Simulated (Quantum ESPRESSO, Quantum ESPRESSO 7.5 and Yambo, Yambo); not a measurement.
# CdSe (Cadmoselite): G0W0 with Yambo, start to end

Aim: the G0W0 gap of CdSe (Cadmoselite) on PBE, step by step.

Method: PBE and many-body steps on it, plane waves, in Quantum ESPRESSO 7.5 and Yambo 5.3.0.

The database entry behind the starting cell differs from later determinations by our own check (inner coordinate of an old entry), so it need not match the best structure at ambient conditions.

## Step 1: The starting structure

The structure is hexagonal, space group P6_3mc (No. 186). Conventional cell: a = 4.300 Å, b = 4.300 Å, c = 7.020 Å, α = 90.00°, β = 90.00°, γ = 120.00°. Cd has 4 Se at 2.61 to 2.70 Å nearest. Nearest to Se lie 4 Cd at 2.61 to 2.70 Å. Farther neighbours and most contacts between anions are not listed.

The cell and positions come from the Crystallography Open Database and are kept as given unless a step says otherwise.

## Step 2: Ground state

This step: Quantum ESPRESSO 7.5; DFT, PBE, plane waves, norm-conserving pseudopotentials.

The ground-state density comes first.

The input, pw.in:

```
&control
  calculation = 'scf'
  prefix = 'x'
  outdir = 'o'
  pseudo_dir = 'pseudo'
/
&system
  ibrav = 0
  nat = 4
  ntyp = 2
  ecutwfc = 104.0
  nbnd = 50
  force_symmorphic = .true.
/
&electrons
  conv_thr = 1e-10
  electron_maxstep = 80
  mixing_beta = 0.5
/
ATOMIC_SPECIES
  Cd 112.41 Cd.upf
  Se 78.971 Se.upf
CELL_PARAMETERS angstrom
  4.3000000000 -0.0000000000 0.0000000000
  -2.1500000000 3.7239092363 0.0000000000
  0.0000000000 0.0000000000 7.0200000000
ATOMIC_POSITIONS crystal
  Cd 0.3333333333 0.6666666667 0.0000000000
  Cd 0.6666666667 0.3333333333 0.5000000000
  Se 0.3333333333 0.6666666667 0.3850000000
  Se 0.6666666667 0.3333333333 0.8850000000
K_POINTS automatic
  6 6 4 0 0 0
```

On the command line:

```sh
$ OMP_NUM_THREADS=1 mpirun -n 8 pw.x -nk 8 -in pw.in > pw.out
```

What it wrote:

```text
Program PWSCF v.7.5 starts

     This program is part of the open-source Quantum ESPRESSO suite
     for quantum simulation of materials; please cite
         "P. Giannozzi et al., J. Phys.:Condens. Matter 21 395502 (2009);
         "P. Giannozzi et al., J. Phys.:Condens. Matter 29 465901 (2017);
         "P. Giannozzi et al., J. Chem. Phys. 152 154105 (2020);
     in publications or presentations arising from this work. More details at
     Message from routine setup:
     using ibrav=0 with symmetry is DISCOURAGED, use correct ibrav instead

     G-vector sticks info

     bravais-lattice index     =            0
     lattice parameter (alat)  =       8.1258  a.u.
     unit-cell volume          =     758.5798 (a.u.)^3
     number of atoms/cell      =            4
     number of atomic types    =            2
     number of electrons       =        88.00
     number of Kohn-Sham states=           50
     kinetic-energy cutoff     =     104.0000  Ry
     charge density cutoff     =     416.0000  Ry
     scf convergence threshold =      1.0E-10
     mixing beta               =       0.5000
     number of iterations used =            8  plain     mixing
     Exchange-correlation= PBE
                           (   1   4   3   4   0   0   0)

     celldm(1)=   8.125822  celldm(2)=   0.000000  celldm(3)=   0.000000
     celldm(4)=   0.000000  celldm(5)=   0.000000  celldm(6)=   0.000000

     crystal axes: (cart. coord. in units of alat)
               a(1) = (   1.000000  -0.000000   0.000000 )
               a(2) = (  -0.500000   0.866025   0.000000 )
               a(3) = (   0.000000   0.000000   1.632558 )

     reciprocal axes: (cart. coord. in units 2 pi/alat)
               b(1) = (  1.000000  0.577350 -0.000000 )
               b(2) = (  0.000000  1.154701 -0.000000 )
               b(3) = ( -0.000000 -0.000000  0.612536 )
     Pseudo is Norm-conserving + core correction, Zval = 20.0
     Generated using ONCVPSP code by D. R. Hamann
     Using radial grid of 1368 points,  6 beta functions with:
     Pseudo is Norm-conserving + core correction, Zval = 24.0
     Generated using ONCVPSP code by D. R. Hamann
     Using radial grid of 1214 points,  6 beta functions with:
     Cd               20.00   112.41000     Cd( 1.00)
     Se               24.00    78.97100     Se( 1.00)

      6 Sym. Ops. (no inversion) found

   Cartesian axes

     site n.     atom                  positions (alat units)
         1        Cd     tau(   1) = (  -0.0000000   0.5773503   0.0000000  )
         2        Cd     tau(   2) = (   0.5000000   0.2886751   0.8162791  )
         3        Se     tau(   3) = (  -0.0000000   0.5773503   0.6285349  )
         4        Se     tau(   4) = (   0.5000000   0.2886751   1.4448140  )

     number of k points=    24
                       cart. coord. in units 2pi/alat
        k(    1) = (   0.0000000   0.0000000   0.0000000), wk =   0.0138889
        k(    2) = (   0.0000000   0.0000000   0.1531339), wk =   0.0277778
        k(    3) = (   0.0000000   0.0000000  -0.3062678), wk =   0.0138889
        k(    4) = (   0.0000000   0.1924501   0.0000000), wk =   0.0833333
        k(    5) = (   0.0000000   0.1924501   0.1531339), wk =   0.0833333
        k(    6) = (   0.0000000   0.1924501  -0.3062678), wk =   0.0833333
        k(    7) = (   0.0000000   0.3849002   0.0000000), wk =   0.0833333
        k(    8) = (   0.0000000   0.3849002   0.1531339), wk =   0.0833333
        k(    9) = (   0.0000000   0.3849002  -0.3062678), wk =   0.0833333
        k(   10) = (   0.0000000  -0.5773503   0.0000000), wk =   0.0416667
     [... 12 further rows ...]
        k(   23) = (   0.0000000  -0.3849002   0.1531339), wk =   0.0833333
        k(   24) = (  -0.1666667  -0.4811252   0.1531339), wk =   0.1666667

     Dense  grid:   108753 G-vectors     FFT dimensions: (  54,  54,  90)

     Initial potential from superposition of free atoms

     starting charge      87.9994, renormalised to      88.0000
     Starting wfcs are   46 randomized atomic wfcs +    4 random wfcs

     per-process dynamical memory:   104.7 Mb

     Self-consistent Calculation

     iteration #  1     ecut=   104.00 Ry     beta= 0.50

     Threshold (ethr) on eigenvalues was too large:
     Diagonalizing with lowered threshold

     total energy              =   -2054.51690016 Ry
     estimated scf accuracy    <       0.17131278 Ry

     iteration #  2     ecut=   104.00 Ry     beta= 0.50

     total energy              =   -2054.55846664 Ry
     estimated scf accuracy    <       0.01664491 Ry

     iteration #  3     ecut=   104.00 Ry     beta= 0.50

     total energy              =   -2054.56097680 Ry
     estimated scf accuracy    <       0.00179138 Ry

     iteration #  4     ecut=   104.00 Ry     beta= 0.50

     total energy              =   -2054.56113529 Ry
     estimated scf accuracy    <       0.00010017 Ry

     iteration #  5     ecut=   104.00 Ry     beta= 0.50

     total energy              =   -2054.56114284 Ry
     estimated scf accuracy    <       0.00001033 Ry

     iteration #  6     ecut=   104.00 Ry     beta= 0.50

     total energy              =   -2054.56114462 Ry
     estimated scf accuracy    <       0.00000053 Ry

     iteration #  7     ecut=   104.00 Ry     beta= 0.50

     total energy              =   -2054.56114471 Ry
     estimated scf accuracy    <       0.00000031 Ry

     iteration #  8     ecut=   104.00 Ry     beta= 0.50

     total energy              =   -2054.56114475 Ry
     estimated scf accuracy    <          7.4E-09 Ry

     iteration #  9     ecut=   104.00 Ry     beta= 0.50

     total energy              =   -2054.56114475 Ry
     estimated scf accuracy    <          4.7E-10 Ry

     iteration # 10     ecut=   104.00 Ry     beta= 0.50

     total energy              =   -2054.56114475 Ry
     estimated scf accuracy    <          3.8E-10 Ry

     iteration # 11     ecut=   104.00 Ry     beta= 0.50

     End of self-consistent calculation

          k = 0.0000 0.0000 0.0000 ( 13573 PWs)   bands (ev):

  -198.9189-198.9189-138.3998-138.3998-138.3997-138.3997-138.3897-138.3897
   -93.5845 -93.5845 -54.6483 -54.6480 -54.6454 -54.6454 -54.6454 -54.6454
   -38.5755 -38.5755 -38.5755 -38.5755 -38.5630 -38.5630 -38.5629 -38.5629
   -38.5620 -38.5619  -4.4996  -4.1327   0.1628   0.1628   0.2184   0.2184
     0.2249   0.5199   0.5199   0.5842   0.5842   0.8650   3.8603   7.3769
     7.3769   8.0811   8.0927   8.0927   8.7964  10.2156  13.9844  13.9844
    14.2396  15.0957

          k = 0.0000 0.0000 0.1531 ( 13603 PWs)   bands (ev):

  -198.9189-198.9189-138.3998-138.3998-138.3997-138.3997-138.3897-138.3897
   -93.5845 -93.5845 -54.6482 -54.6480 -54.6454 -54.6454 -54.6454 -54.6454
   -38.5755 -38.5755 -38.5755 -38.5755 -38.5630 -38.5630 -38.5629 -38.5629
   -38.5620 -38.5619  -4.4456  -4.1856   0.1689   0.1689   0.2082   0.2082
     0.2663   0.5311   0.5311   0.5765   0.5765   0.6861   4.3662   6.9243
     7.4747   7.4747   7.9800   7.9800   9.8218  10.3197  13.7950  14.0665
    14.0665  14.8213

          k = 0.0000 0.0000-0.3063 ( 13604 PWs)   bands (ev):

  -198.9189-198.9189-138.3998-138.3998-138.3998-138.3998-138.3897-138.3897
   -93.5845 -93.5845 -54.6481 -54.6481 -54.6454 -54.6454 -54.6454 -54.6454
   -38.5755 -38.5755 -38.5755 -38.5755 -38.5630 -38.5630 -38.5630 -38.5630
   -38.5620 -38.5620  -4.3150  -4.3150   0.1865   0.1865   0.1865   0.1865
     0.4168   0.4168   0.5555   0.5555   0.5555   0.5555   5.5294   5.5294
     7.7200   7.7200   7.7200   7.7200  10.4329  10.4329  13.9200  13.9201
    14.3598  14.3598

          k = 0.0000 0.1925 0.0000 ( 13569 PWs)   bands (ev):

     [... further k-points ...]

     highest occupied, lowest unoccupied level (ev):     8.0927    8.7964

!    total energy              =   -2054.56114475 Ry
     estimated scf accuracy    <          8.7E-12 Ry

     The total energy is the sum of the following terms:
     one-electron contribution =   -1773.19761912 Ry
     hartree contribution      =     842.21876963 Ry
     xc contribution           =    -212.37205237 Ry
     ewald contribution        =    -911.21024290 Ry

     convergence has been achieved in  11 iterations

     XML data file, charge density, pseudopotentials, collected wavefunctions

=------------------------------------------------------------------------------=
   JOB DONE.
=------------------------------------------------------------------------------=
```

It took 58 s on 8 MPI ranks of Arm Neoverse V2, shared host; peak memory 1.4 GiB.

Numbers from this step:

- total energy: -27953.7284 eV
- gap: 0.7038 eV
- k of the valence top: 0, 0, 0
- k of the conduction bottom: 0, 0, 0
- least direct gap: 0.7038 eV

The gap is direct, at Γ.

## Step 3: Bands along the symmetry lines

Levels along a band path, at the cheap level, show where the edges lie and whether the meshes to come will hold them.

The input, pw.in:

```
&control
  calculation = 'bands'
  prefix = 'x'
  outdir = 'o'
  pseudo_dir = 'pseudo'
/
&system
  ibrav = 0
  nat = 4
  ntyp = 2
  ecutwfc = 104.0
  nbnd = 50
  force_symmorphic = .true.
/
&electrons
  conv_thr = 1e-9
  electron_maxstep = 80
  diago_full_acc = .true.
  diago_thr_init = 5e-6
/
ATOMIC_SPECIES
  Cd 112.41 Cd.upf
  Se 78.971 Se.upf
CELL_PARAMETERS angstrom
  4.3000000000 -0.0000000000 0.0000000000
  -2.1500000000 3.7239092363 0.0000000000
  0.0000000000 0.0000000000 7.0200000000
ATOMIC_POSITIONS crystal
  Cd 0.3333333333 0.6666666667 0.0000000000
  Cd 0.6666666667 0.3333333333 0.5000000000
  Se 0.3333333333 0.6666666667 0.3850000000
  Se 0.6666666667 0.3333333333 0.8850000000
K_POINTS crystal
  75
  0.00000000 0.00000000 0.00000000 1
  0.06250000 0.00000000 0.00000000 1
  0.12500000 0.00000000 0.00000000 1
  0.18750000 0.00000000 0.00000000 1
  0.25000000 0.00000000 0.00000000 1
  0.31250000 0.00000000 0.00000000 1
  0.37500000 0.00000000 0.00000000 1
  0.43750000 0.00000000 0.00000000 1
  0.50000000 0.00000000 0.00000000 1
  0.47916667 0.04166667 0.00000000 1
  0.45833333 0.08333333 0.00000000 1
  0.43750000 0.12500000 0.00000000 1
  0.41666666 0.16666666 0.00000000 1
  0.39583333 0.20833333 0.00000000 1
  0.37500000 0.25000000 0.00000000 1
  0.35416666 0.29166666 0.00000000 1
  0.33333333 0.33333333 0.00000000 1
  0.29166666 0.29166666 0.00000000 1
  0.25000000 0.25000000 0.00000000 1
  0.20833333 0.20833333 0.00000000 1
  0.16666666 0.16666666 0.00000000 1
  0.12500000 0.12500000 0.00000000 1
  0.08333333 0.08333333 0.00000000 1
  0.04166667 0.04166667 0.00000000 1
  0.00000000 0.00000000 0.00000000 1
  0.00000000 0.00000000 0.06250000 1
  0.00000000 0.00000000 0.12500000 1
  0.00000000 0.00000000 0.18750000 1
  0.00000000 0.00000000 0.25000000 1
  0.00000000 0.00000000 0.31250000 1
  0.00000000 0.00000000 0.37500000 1
  0.00000000 0.00000000 0.43750000 1
  0.00000000 0.00000000 0.50000000 1
  0.06250000 0.00000000 0.50000000 1
  0.12500000 0.00000000 0.50000000 1
  0.18750000 0.00000000 0.50000000 1
  0.25000000 0.00000000 0.50000000 1
  0.31250000 0.00000000 0.50000000 1
  0.37500000 0.00000000 0.50000000 1
  0.43750000 0.00000000 0.50000000 1
  0.50000000 0.00000000 0.50000000 1
  0.47916667 0.04166667 0.50000000 1
  0.45833333 0.08333333 0.50000000 1
  0.43750000 0.12500000 0.50000000 1
  0.41666666 0.16666666 0.50000000 1
  0.39583333 0.20833333 0.50000000 1
  0.37500000 0.25000000 0.50000000 1
  0.35416666 0.29166666 0.50000000 1
  0.33333333 0.33333333 0.50000000 1
  0.29166666 0.29166666 0.50000000 1
  0.25000000 0.25000000 0.50000000 1
  0.20833333 0.20833333 0.50000000 1
  0.16666666 0.16666666 0.50000000 1
  0.12500000 0.12500000 0.50000000 1
  0.08333333 0.08333333 0.50000000 1
  0.04166667 0.04166667 0.50000000 1
  0.00000000 0.00000000 0.50000000 1
  0.50000000 0.00000000 0.50000000 1
  0.50000000 0.00000000 0.43750000 1
  0.50000000 0.00000000 0.37500000 1
  0.50000000 0.00000000 0.31250000 1
  0.50000000 0.00000000 0.25000000 1
  0.50000000 0.00000000 0.18750000 1
  0.50000000 0.00000000 0.12500000 1
  0.50000000 0.00000000 0.06250000 1
  0.50000000 0.00000000 0.00000000 1
  0.33333333 0.33333333 0.50000000 1
  0.33333333 0.33333333 0.43750000 1
  0.33333333 0.33333333 0.37500000 1
  0.33333333 0.33333333 0.31250000 1
  0.33333333 0.33333333 0.25000000 1
  0.33333333 0.33333333 0.18750000 1
  0.33333333 0.33333333 0.12500000 1
  0.33333333 0.33333333 0.06250000 1
  0.33333333 0.33333333 0.00000000 1
```

What it wrote:

```text
[banner, memory and clock lines left out]
Program PWSCF v.7.5 starts

     Atomic positions and unit cell read from directory:
     o/x.save/

     Message from routine setup:
     using ibrav=0 with symmetry is DISCOURAGED, use correct ibrav instead

     G-vector sticks info

     bravais-lattice index     =            0
     lattice parameter (alat)  =       8.1258  a.u.
     unit-cell volume          =     758.5798 (a.u.)^3
     number of atoms/cell      =            4
     number of atomic types    =            2
     number of electrons       =        88.00
     number of Kohn-Sham states=           50
     kinetic-energy cutoff     =     104.0000  Ry
     charge density cutoff     =     416.0000  Ry
     Exchange-correlation= PBE
                           (   1   4   3   4   0   0   0)

     celldm(1)=   8.125822  celldm(2)=   0.000000  celldm(3)=   0.000000
     celldm(4)=   0.000000  celldm(5)=   0.000000  celldm(6)=   0.000000

     crystal axes: (cart. coord. in units of alat)
               a(1) = (   1.000000  -0.000000   0.000000 )
               a(2) = (  -0.500000   0.866025   0.000000 )
               a(3) = (   0.000000   0.000000   1.632558 )

     reciprocal axes: (cart. coord. in units 2 pi/alat)
               b(1) = (  1.000000  0.577350 -0.000000 )
               b(2) = (  0.000000  1.154701 -0.000000 )
               b(3) = ( -0.000000 -0.000000  0.612536 )
     Pseudo is Norm-conserving + core correction, Zval = 20.0
     Generated using ONCVPSP code by D. R. Hamann
     Using radial grid of 1368 points,  6 beta functions with:
     Pseudo is Norm-conserving + core correction, Zval = 24.0
     Generated using ONCVPSP code by D. R. Hamann
     Using radial grid of 1214 points,  6 beta functions with:
     Cd               20.00   112.41000     Cd( 1.00)
     Se               24.00    78.97100     Se( 1.00)

      6 Sym. Ops. (no inversion) found

   Cartesian axes

     site n.     atom                  positions (alat units)
         1        Cd     tau(   1) = (  -0.0000000   0.5773503   0.0000000  )
         2        Cd     tau(   2) = (   0.5000000   0.2886751   0.8162791  )
         3        Se     tau(   3) = (  -0.0000000   0.5773503   0.6285349  )
         4        Se     tau(   4) = (   0.5000000   0.2886751   1.4448140  )

     number of k points=    75
                       cart. coord. in units 2pi/alat
        k(    1) = (   0.0000000   0.0000000   0.0000000), wk =   0.0266667
        k(    2) = (   0.0625000   0.0360844   0.0000000), wk =   0.0266667
        k(    3) = (   0.1250000   0.0721688   0.0000000), wk =   0.0266667
[...]
[... 63 further rows ...]
        k(   74) = (   0.3333333   0.5773503   0.0382835), wk =   0.0266667
        k(   75) = (   0.3333333   0.5773503   0.0000000), wk =   0.0266667

     Dense  grid:   108753 G-vectors     FFT dimensions: (  54,  54,  90)

     The potential is recalculated from file :
     o/x.save/charge-density

     Starting wfcs are   46 randomized atomic wfcs +    4 random wfcs

     Band Structure Calculation

     End of band structure calculation

          k = 0.0000 0.0000 0.0000 ( 13573 PWs)   bands (ev):

  -198.9189-198.9189-138.3998-138.3998-138.3998-138.3998-138.3898-138.3898
   -93.5845 -93.5845 -54.6483 -54.6480 -54.6454 -54.6454 -54.6454 -54.6454
   -38.5755 -38.5755 -38.5755 -38.5755 -38.5630 -38.5630 -38.5629 -38.5629
   -38.5620 -38.5619  -4.4996  -4.1327   0.1628   0.1628   0.2184   0.2184
[...]
14.2396  15.0957

          k = 0.0625 0.0361 0.0000 ( 13585 PWs)   bands (ev):

  -198.9189-198.9189-138.3998-138.3998-138.3998-138.3998-138.3898-138.3898
[...]
14.3064  14.9957

          k = 0.1250 0.0722 0.0000 ( 13563 PWs)   bands (ev):

  -198.9189-198.9189-138.3998-138.3998-138.3998-138.3998-138.3898-138.3898
[...]
14.3939  14.8512

[...]
k = 0.3333 0.5774 0.0383 ( 13617 PWs)   bands (ev):

  -198.9189-198.9189-138.3998-138.3998-138.3998-138.3998-138.3898-138.3898
[...]
15.0302  15.1744

          k = 0.3333 0.5774 0.0000 ( 13611 PWs)   bands (ev):

  -198.9189-198.9189-138.3998-138.3998-138.3998-138.3998-138.3898-138.3898
[...]
0.5118   0.5118   0.5145   0.5684   0.9672   0.9672   4.2513   4.2513
     5.0318   6.3061   6.3061   6.3135  12.4928  12.8946  12.8946  15.1526
    15.1526  15.1865

     XML data file, pseudopotentials, collected wavefunctions
```

Run time: 34 s. Hardware: 8 MPI ranks; peak memory 1.2 GiB.

Numbers from this step:

```yaml
gap: 0.7038 eV
k_of_the_valence_top: 0, 0, 0
k_of_the_conduction_bottom: 0, 0, 0
least_direct_gap: 0.7038 eV
```

The gap is 0.704 eV, as in the run before at this level.

Electronic bands along the path, in eV, zero at the top of the highest filled band:

| point | band 41 | band 42 | band 43 | band 44 | band 45 | band 46 | band 47 | band 48 |
| --- | --- | --- | --- | --- | --- | --- | --- | --- |
| Γ | -0.72 | -0.01 | 0.00 | 0.00 | 0.70 | 2.12 | 5.89 | 5.89 |
| halfway | -2.17 | -1.34 | -0.44 | -0.43 | 2.62 | 3.45 | 5.21 | 5.90 |
| M | -2.56 | -1.85 | -1.24 | -0.83 | 3.23 | 3.32 | 4.81 | 6.16 |
| halfway | -2.65 | -2.14 | -1.40 | -1.32 | 3.94 | 4.26 | 4.68 | 6.14 |
| K | -3.06 | -1.79 | -1.79 | -1.78 | 4.40 | 4.80 | 4.80 | 7.06 |
| halfway | -2.48 | -1.69 | -0.76 | -0.56 | 3.06 | 4.08 | 5.16 | 5.53 |
| Γ | -0.72 | -0.01 | 0.00 | 0.00 | 0.70 | 2.12 | 5.89 | 5.89 |
| halfway | -0.62 | -0.62 | -0.11 | -0.11 | 1.73 | 2.23 | 5.70 | 5.97 |
| A | -0.37 | -0.37 | -0.37 | -0.37 | 2.34 | 2.34 | 5.83 | 5.83 |
| halfway | -1.34 | -1.34 | -0.91 | -0.91 | 3.40 | 3.40 | 4.98 | 4.98 |
| L | -1.38 | -1.38 | -1.29 | -1.29 | 3.00 | 3.00 | 4.79 | 4.79 |
| halfway | -2.02 | -2.02 | -1.12 | -1.12 | 3.51 | 3.51 | 5.25 | 5.25 |
| H | -2.48 | -2.48 | -1.05 | -1.05 | 3.80 | 3.80 | 5.93 | 5.93 |
| halfway | -1.37 | -1.37 | -1.21 | -1.21 | 3.77 | 3.77 | 4.97 | 4.97 |
| A | -0.37 | -0.37 | -0.37 | -0.37 | 2.34 | 2.34 | 5.83 | 5.83 |
| jump to L | -1.38 | -1.38 | -1.29 | -1.29 | 3.00 | 3.00 | 4.79 | 4.79 |
| halfway | -2.09 | -1.72 | -1.06 | -1.00 | 2.84 | 3.37 | 5.15 | 5.20 |
| M | -2.56 | -1.85 | -1.24 | -0.83 | 3.23 | 3.32 | 4.81 | 6.16 |
| jump to H | -2.48 | -2.48 | -1.05 | -1.05 | 3.80 | 3.80 | 5.93 | 5.93 |
| halfway | -2.90 | -2.00 | -1.42 | -1.42 | 4.33 | 4.33 | 4.85 | 6.40 |
| K | -3.06 | -1.79 | -1.79 | -1.78 | 4.40 | 4.80 | 4.80 | 7.06 |

(Continued in part 2 of 2.)

[Paths, hosts, dates, memory and timing lines, banners, echoed tables and standing remarks are left out of the program output.]

[Logs are printed without paths, hosts, clocks, repeated set-up lines and the standing remarks that a program may print on its own settings, such as how far it seeks lower states.]

[Runs of the session that timed out or met a known fault of the program may be left out.]

[Hosts, paths, dates, database ids (printed as entryN), source tags and the programs' standing remarks are cut or masked in the printed files.]
